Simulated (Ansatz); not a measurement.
# MoP: a minimum-energy path by PAW and LAPW

How high is the barrier in MoP on the path to the inverted structure? Run with PAW and LAPW; the cell is small, so the move is collective. Both runs start alike, so that frozen cores can be judged against all electrons.

Program: Ansatz 0.2.0. Level of theory: DFT PBE, scalar-relativistic. These are calculated values, not measurements.

## (1) The system as given

The cell holds 2 atoms (MoP): a = 3.223 Å, b = 3.223 Å, c = 3.191 Å, α = 90.00°, β = 90.00°, γ = 120.00°.

As a file:

```
Mo P
1.0
     3.22300    0.00000    0.00000
    -1.61150    2.79120    0.00000
     0.00000    0.00000    3.19100
Mo P
1 1
Direct
  0.00000 0.00000 0.00000
  0.33333 0.66667 0.50000
```

The cell comes from a crystallographic database entry that wasn't checked; take it as a given geometry, which may be far from equilibrium.

## (2) PAW with frozen cores

Contents of input.yaml:

```yaml
crystal:
  lattice:
    - [3.223, 0.0, 0.0]
    - [-1.6115, 2.7911998764, 0.0]
    - [0.0, 0.0, 3.191]
  atoms:
    - { symbol: Mo, position: [0.0, 0.0, 0.0] }
    - { symbol: P, position: [0.3333333333, 0.6666666667, 0.5] }
kpoints:
  mp_grid: { grid: [8, 8, 7] }
scf:
  occupations: { method: fermi_dirac, width: 0.05 }
hamiltonian:
  xc: pbe
  pseudopotentials: { kind: paw }
output:
  forces: true
neb:
  images: 5
  f_tol: 0.05
  max_iterations: 40
  relax_end_points: true
  final_atoms:
    - { symbol: Mo, position: [-0.1666666667, 0.1666666667, 0.0] }
    - { symbol: P, position: [0.5, 0.5, 0.5] }
```

Started as:

```sh
> ansatz run input.yaml --threads 4 --pin off --max-ram 4096MiB --backend cpu --events-out ev --progress --plain --runs-dir out
```

Output, shortened:

```text
Warning: neb: disabling space-group detection — the band's intermediate images generally break the endpoint symmetry, so no spatial operation reduces the k-mesh or symmetrises the density, except that a semilocal band can use its path's symmetry ahead of convergence; time reversal is [...]
Pseudopotentials: kind: paw
Pseudopotential: Mo, paw, valence charge 14, recommended cutoff 420 eV (normal)
Pseudopotential: P, paw, valence charge 5, recommended cutoff 420 eV (normal)
Functional definition: PBE
[...]
parallel-image band execution: 2 concurrent image workers
NEB image 0
Crystal: 2 atoms, lattice volume = 28.706 Å³
Basis set: ecut = 420 eV, 551 PW (Γ), exchange–correlation on 48×48×48 points (8 copies of the dense FFT grid, shifted against one another)
Bands: 14, of which v1, the nominal top of the filled ones, is band 10 counted from 1 (9 counted from 0)
Symmetry: 1 space group operations
k-points: 226 of 448 (time reversal used)
[...]
SCF iter   1: F=—  HF=-5713.073986 eV  |F-HF|=—  |Δ(HF+E_count)|=         —  Δρ=6.89e-3  dr2=6.23e-3  ethr=1.77e-3  ⟨swp⟩=5.5  Hψ=18691  notcnv=0
[...]
NSCF: frozen V_eff on 226 k-points
NEB image 6
[...]
SCF iter   3: F=—  HF=-5713.075208 eV  |F-HF|=—  |Δ(HF+E_count)|=   7.30e-4  Δρ=7.37e-4  dr2=3.74e-5  ethr=4.96e-6  ⟨swp⟩=2.2  Hψ=4417  notcnv=0
[...]
NSCF: frozen V_eff on 226 k-points
NEB end point (image 0): max|allowed force component| = 6.239e-6 eV/Å (the criterion of neb.relax_end_points is 1.000e-2)
NEB end point (image 6): max|allowed force component| = 4.134e-6 eV/Å (the criterion of neb.relax_end_points is 1.000e-2)
NEB image 0, for its relaxation
[...]
NEB image 0, for its relaxation
[...]
NEB image 0, for its relaxation
[...]
NEB image 0, for its relaxation
[...]
NEB image 0, for its relaxation
[...]
NEB image 0, for its relaxation
[...]
NEB image 0, for its relaxation
[...]
NEB image 0, for its relaxation
[...]
NEB image 0
[...]
NSCF: frozen V_eff on 226 k-points
NEB end point (image 0): relaxed in 50 SCF iterations, 0.000000 eV lower, largest move of an atom 0.000 Å; tested for a saddle point, 0 escaped on the way
NEB image 6, for its relaxation
[...]
NEB image 6, for its relaxation
[...]
NEB image 6, for its relaxation
[...]
NEB image 6, for its relaxation
[...]
NEB image 6, for its relaxation
[...]
NEB image 6, for its relaxation
[...]
NEB image 6, for its relaxation
[...]
NEB image 6, for its relaxation
[...]
NEB image 6
[...]
NSCF: frozen V_eff on 226 k-points
NEB end point (image 6): relaxed in 50 SCF iterations, 0.000000 eV lower, largest move of an atom 0.000 Å; tested for a saddle point, 0 escaped on the way
NEB image 1
```

## (3) The log goes on: path to the inverted structure

The log, continued, shortened:

```text
Symmetry: 4 space group operations
k-points: 84 of 448 (time reversal used)
[...]
NEB image 2
[...]
NEB image 3
[...]
NEB image 4
[...]
NEB image 5
[...]
NEB iter   1: max|band force component| = 4.784e-8 eV/Å  barrier→ = 2.2158 eV  barrier← = 2.2158 eV  CI = image 3  Δτ_max = 0.0000 Å  (54 SCF iters)
[...]
NEB iter   2: max|band force component| = 3.739e-10 eV/Å  barrier→ = 2.2158 eV  barrier← = 2.2158 eV  CI = image 3  Δτ_max = 0.0000 Å  (112 SCF iters)
SCF converged after 6 iterations
Free energy (F): -5710.859461 eV
[...]
E sigma→0 (E₀):  -5710.851952 eV
Entropy (-TS):   -0.015017 eV (-7.509 meV/atom)
Fermi energy:    17.392840 eV
[...]
  climbing image's point = a first-order saddle point (lowest curvatures found: -22.83 and 35.53 eV/Å²)
  energies are F+E_penalty+E_count in eV, relative to image 0
  image     s (Å)  Δ vs image 0  max|band force component| (eV/Å)
      0    0.0000      0.000000                                 —
      1    0.2193      0.572857                         9.009e-11
      2    0.4386      1.686468                         3.708e-10
  *   3    0.6579      2.215792                         2.951e-11
      4    0.8772      1.686468                         3.739e-10
      5    1.0965      0.572857                         7.260e-11
      6    1.3158      0.000000                                 —
  saddle-point geometry (image 3):
  cell:  # Å, volume = 28.7064 Å³
    - [3.223, 0.0, 0.0]
    - [-1.6115, 2.7911998764, 0.0]
    - [0.0, 0.0, 3.191]
  atoms:
    - { symbol: Mo, position: [-0.08333333334999998, 0.08333333335, 0.0] }
    - { symbol: P, position: [0.41666666665, 0.58333333335, 0.49999999999999994] }
```

It took 96 s on 4 threads of Intel Xeon Platinum 8259CL at 2.50GHz (Skylake/Cascade Lake), shared host; peak memory 0.89 GiB.

## (4) Images and barrier

The 5 inner images lie between the fixed ends 0 and 6. Energy is taken from image 0, and the path length is the program's own coordinate along the band.

```tsv
image	path (Å)	energy (eV)	Mo1 x y z (Å)	P2 x y z (Å)	band force (eV/Å)
0	0.000	0.0000	0.00 0.00 0.00	0.00 1.86 1.60	-
1	0.219	0.5729	-0.13 0.08 0.00	0.13 1.78 1.60	0.000
2	0.439	1.6865	-0.27 0.16 0.00	0.27 1.71 1.60	0.000
3*	0.658	2.2158	-0.40 0.23 0.00	0.40 1.63 1.60	0.000
4	0.877	1.6865	-0.54 0.31 0.00	0.54 1.55 1.60	0.000
5	1.096	0.5729	-0.67 0.39 0.00	0.67 1.47 1.60	0.000
6	1.316	0.0000	-0.81 0.47 0.00	0.81 1.40 1.60	-
```

The star marks the climbing image.

image, energy (eV) and a bar:
```
        0      0.000 
        1      0.573 ########
        2      1.686 #######################
        3      2.216 ##############################
        4      1.686 #######################
        5      0.573 ########
        6      0.000
```

Positions of all images (Å):

```xyz
2
Lattice="3.223 0.000 0.000 -1.611 2.791 0.000 0.000 0.000 3.191" Properties=species:S:1:pos:R:3 pbc="T T T" image=0 dE=0.0000
Mo    0.000    0.000    0.000
P     0.000    1.861    1.595
2
Lattice="3.223 0.000 0.000 -1.611 2.791 0.000 0.000 0.000 3.191" Properties=species:S:1:pos:R:3 pbc="T T T" image=1 dE=0.5729
Mo   -0.134    0.078    0.000
P     0.134    1.783    1.595
2
Lattice="3.223 0.000 0.000 -1.611 2.791 0.000 0.000 0.000 3.191" Properties=species:S:1:pos:R:3 pbc="T T T" image=2 dE=1.6865
Mo   -0.269    0.155    0.000
P     0.269    1.706    1.595
2
Lattice="3.223 0.000 0.000 -1.611 2.791 0.000 0.000 0.000 3.191" Properties=species:S:1:pos:R:3 pbc="T T T" image=3 dE=2.2158
Mo   -0.403    0.233    0.000
P     0.403    1.628    1.595
2
Lattice="3.223 0.000 0.000 -1.611 2.791 0.000 0.000 0.000 3.191" Properties=species:S:1:pos:R:3 pbc="T T T" image=4 dE=1.6865
Mo   -0.537    0.310    0.000
P     0.537    1.551    1.595
2
Lattice="3.223 0.000 0.000 -1.611 2.791 0.000 0.000 0.000 3.191" Properties=species:S:1:pos:R:3 pbc="T T T" image=5 dE=0.5729
Mo   -0.671    0.388    0.000
P     0.671    1.473    1.595
2
Lattice="3.223 0.000 0.000 -1.611 2.791 0.000 0.000 0.000 3.191" Properties=species:S:1:pos:R:3 pbc="T T T" image=6 dE=0.0000
Mo   -0.806    0.465    0.000
P     0.806    1.396    1.595
```

## (5) LAPW, all electrons

input.yaml: that of step 2 with these lines changed.

```diff
@@ -14,3 +14,3 @@
   xc: pbe
-  pseudopotentials: { kind: paw }
+  pseudopotentials: { kind: all_electron, lapw: { basis_error: 0.001 } }
 output:
```

Started as:

```sh
> ansatz run input.yaml --threads 4 --pin off --max-ram 4096MiB --backend cpu --events-out ev --progress --plain --runs-dir out
```

Output, shortened:

```text
Warning: neb: disabling space-group detection — the band's intermediate images generally break the endpoint symmetry, so no spatial operation reduces the k-mesh or symmetrises the density, except that a semilocal band can use its path's symmetry ahead of convergence; time reversal is [...]
LAPW: plane waves up to 8.467 Å⁻¹, error target 1.0e-3 eV per atom; small_component_spin mean_spin; P in spheres of 1.066 Å, 13 of its electrons in bands, Dirac shells []; Mo in spheres of 1.311 Å, 30 of its electrons in bands, Dirac shells []
[...]
Pseudopotentials: kind: all_electron
Pseudopotential: Mo, LAPW, valence charge 30, Koelling and Harmon's equation, gaussian nucleus
Pseudopotential: P, LAPW, valence charge 13, Koelling and Harmon's equation, gaussian nucleus
[... 1 set-up line as earlier in the session ...]
[...]
parallel-image band execution: 2 concurrent image workers
[...]
NEB image 2
[...]
the basis was enlarged: its passes take 277.8 KiB over the memory plan, 2 of 2 planned eigensolver slots
[...]
NEB image 3
[...]
the basis was enlarged: its passes take 253.1 KiB over the memory plan, 2 of 2 planned eigensolver slots
[...]
NEB image 4
[...]
the basis was enlarged: its passes take 277.8 KiB over the memory plan, 2 of 2 planned eigensolver slots
[...]
NEB image 5
[...]
the basis was enlarged: its passes take 224.5 KiB over the memory plan, 2 of 2 planned eigensolver slots
[...]
NEB iter   1: max|band force component| = 3.209e-7 eV/Å  barrier→ = 2.2149 eV  barrier← = 2.2149 eV  CI = image 3  Δτ_max = 0.0000 Å  (54 SCF iters)
NEB image 1
[...]
NEB image 2
[...]
NEB image 3
[...]
NEB image 4
[...]
NEB image 5
[...]
[...]
```

## (6) The output, continued: path to the inverted structure, LAPW in place of PAW files

The log, continued, shortened:

```text
[...]
NEB image 1
NSCF: frozen V_eff on 226 k-points
NEB image 2
NSCF: frozen V_eff on 226 k-points
NEB image 4
NSCF: frozen V_eff on 226 k-points
NEB image 5
NSCF: frozen V_eff on 226 k-points
NEB image 3
NSCF: frozen V_eff on 226 k-points
[...]
NEB image 3, as the band closes
[...]
NEB point 1 about image 3
[...]
NEB point 2 about image 3
[...]
NEB point 3 about image 3
the walk goes on from step 1 on a new basis, cutoff 357.0 eV. Why: the LAPW basis doesn't serve this geometry: the muffin-tin spheres of Mo and P overlap: the atoms stand 2.188 Å apart, and the radii add up to 2.200 Å
parallel-image band execution: 2 concurrent image workers
[...]
  climbing image's point = a first-order saddle point (lowest curvatures found: -22.82 and 35.47 eV/Å²)
  energies are F+E_penalty+E_count in eV, relative to image 0
  image     s (Å)  Δ vs image 0  max|band force component| (eV/Å)
      0    0.0000      0.000000                                 —
      1    0.2193      0.572666                          7.746e-7
      2    0.4386      1.685898                          7.050e-7
  *   3    0.6579      2.214887                          2.188e-7
      4    0.8772      1.685898                          6.328e-7
      5    1.0965      0.572666                          7.986e-7
      6    1.3158     -0.000000                                 —
  saddle-point geometry (image 3):
  cell:  # Å, volume = 28.7064 Å³
    - [3.223, 0.0, 0.0]
    - [-1.6115, 2.7911998764, 0.0]
    - [0.0, 0.0, 3.191]
  atoms:
    - { symbol: Mo, position: [-0.08333333334999998, 0.08333333335, 0.0] }
    - { symbol: P, position: [0.41666666665, 0.58333333335, 0.49999999999999994] }
```

Wall time 16 min (4 threads of Intel Xeon Platinum 8259CL at 2.50GHz (Skylake/Cascade Lake), shared host); peak memory 2.1 GiB.

## (7) The band, image by image

Images 0 and 6 are the ends. Energies count from image 0; the path length is the program's own measure over all atoms.

```tsv
image	path (Å)	energy (eV)	Mo1 x y z (Å)	P2 x y z (Å)	band force (eV/Å)
0	0.000	0.0000	0.00 0.00 0.00	0.00 1.86 1.60	-
1	0.219	0.5727	-0.13 0.08 0.00	0.13 1.78 1.60	0.000
2	0.439	1.6859	-0.27 0.16 0.00	0.27 1.71 1.60	0.000
3*	0.658	2.2149	-0.40 0.23 0.00	0.40 1.63 1.60	0.000
4	0.877	1.6859	-0.54 0.31 0.00	0.54 1.55 1.60	0.000
5	1.096	0.5727	-0.67 0.39 0.00	0.67 1.47 1.60	0.000
6	1.316	0.0000	-0.81 0.47 0.00	0.81 1.40 1.60	-
```

The star marks the climbing image.

image, energy (eV) and a bar:
```
        0      0.000 
        1      0.573 ########
        2      1.686 #######################
        3      2.215 ##############################
        4      1.686 #######################
        5      0.573 ########
        6      0.000
```

## (8) Summary of results

```
                          quantity                  value
             PAW: barrier forwards               2.216 eV
            PAW: barrier backwards               2.216 eV
 PAW: second end relative to first               0.000 eV
                PAW: highest image  3 of 0 to 6, climbing
              PAW: band iterations                      2
            LAPW: barrier forwards               2.215 eV
           LAPW: barrier backwards               2.215 eV
LAPW: second end relative to first               0.000 eV
               LAPW: highest image  3 of 0 to 6, climbing
             LAPW: band iterations                      2
```

**Reading.** PAW: The top lies 2.22 eV above the first end, or 86 kT at room temperature. The two ends lie within 1 meV of each other. The program found one negative curvature at the climbing image, so it is a first-order saddle. LAPW: The top lies 2.21 eV above the first end, or 86 kT at room temperature. The highest points differ by 1 meV between the methods. Since every periodic image moves, this is not the barrier of a lone defect. LAPW took about 10 times as long as PAW (16 min against 96 s, on a shared host and with the outputs that each input asks for).
